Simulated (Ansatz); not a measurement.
Density of states of Al$_{2}$Ru (Fddd, a = 4.707 Å, b = 7.979 Å, c = 8.783 Å, α = 90.00°, β = 90.00°, γ = 90.00°), in states per eV and primitive cell, averaged over bins of 0.5 eV. Level of theory: DFT r2SCAN, scalar-relativistic, plane waves, PAW in Ansatz 0.2.0.

Settings: cutoff 500 eV, Γ-centred mesh 10×10×10 on the computed 6-atom cell, Gaussian smearing of 0.01 eV; no spin polarisation.

The cell is relaxed at this level. The states (both spins) are summed by tetrahedra on a 15×15×15 mesh at the self-consistent density. Energies are bin centres; the table starts no lower than −8 eV and ends at 6 eV, or lower where the solved bands end.

The gap is 0.17 eV at this level, with the zero inside it.

```csv
E − E_F (eV),total,Ru 4d,Al 3p,Al 3s,Ru 5s
-7.80,1.25,0.21,0.61,0.35,0.06
-7.30,1.79,0.38,0.80,0.50,0.07
-6.80,2.00,0.61,0.78,0.52,0.04
-6.30,1.32,0.41,0.58,0.26,0.05
-5.80,2.11,0.77,0.89,0.31,0.10
-5.30,2.15,0.91,0.82,0.28,0.10
-4.80,2.78,1.31,1.03,0.28,0.11
-4.30,3.60,2.03,1.13,0.27,0.11
-3.80,5.08,3.50,1.15,0.24,0.11
-3.30,5.37,4.01,1.11,0.12,0.06
-2.80,6.42,4.88,1.22,0.18,0.04
-2.30,6.84,4.78,1.71,0.21,0.03
-1.80,3.82,2.81,0.77,0.15,0.02
-1.30,5.27,3.58,1.33,0.20,0.02
-0.80,0.55,0.15,0.34,0.04,0.00
-0.30,0.04,0.00,0.03,0.00,0.00
0.20,0.98,0.68,0.24,0.02,0.02
0.70,3.05,1.78,1.03,0.13,0.07
1.20,2.09,0.95,0.84,0.19,0.06
1.70,1.71,0.62,0.68,0.24,0.11
2.20,2.22,0.75,0.74,0.48,0.15
2.70,2.51,0.68,0.94,0.52,0.19
3.20,3.07,0.65,1.13,0.62,0.33
3.70,2.81,0.49,1.07,0.55,0.31
4.20,2.78,0.34,1.07,0.52,0.29
4.70,1.72,0.19,0.66,0.33,0.20
5.20,2.41,0.25,0.86,0.60,0.24
5.70,2.73,0.24,1.00,0.70,0.23
```

The columns after the total are the main Löwdin projections on the occupied valence shells of the potentials; 1 other is left out. The rest of the total lies in those, in shells that are empty in the free atom, which aren't projected, and between the atoms.

Whether Al2Ru exists in this form wasn't checked.